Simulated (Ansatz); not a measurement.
Crystal: La.

```
CELL_PARAMETERS angstrom
3.75000 0.00000 0.00000
-1.87500 3.24760 0.00000
0.00000 0.00000 6.07000
ATOMIC_POSITIONS crystal
La 0.66667 0.33333 0.75000
La 0.33333 0.66667 0.25000
```

This isn't the form of La at room conditions, which is double hcp.

Base run:

- Program: Ansatz 0.2.0
- Functional: PBEsol
- Potentials or basis: all-electron PAW datasets made for the crystal
- Cutoff: 260 eV (chosen from the basis error)
- k mesh: 8 × 8 × 5
- Occupations: fermi-dirac, width 0.05 eV
- Spin: no spin polarisation

Its results: pressure -1.4 GPa.

Problem. After a change of settings the same cell gave: pressure -4.3 GPa. Which change was it?
A. potentials or basis from all-electron PAW datasets made for the crystal to all-electron LAPW, inner shells corrected to Dirac's equation; cutoff from 260 eV (chosen from the basis error) to 120 eV (chosen from the basis error)
B. potentials or basis from all-electron PAW datasets made for the crystal to all-electron LAPW, scalar-relativistic; cutoff from 260 eV (chosen from the basis error) to 120 eV (chosen from the basis error)
C. potentials or basis from all-electron PAW datasets made for the crystal to all-electron LAPW, non-relativistic; cutoff from 260 eV (chosen from the basis error) to 114 eV (chosen from the basis error)

Solution. C.

Caveats: relativity is left out, which matters for the heavier elements (some runs).

The runs don't all hold the same shells in valence.
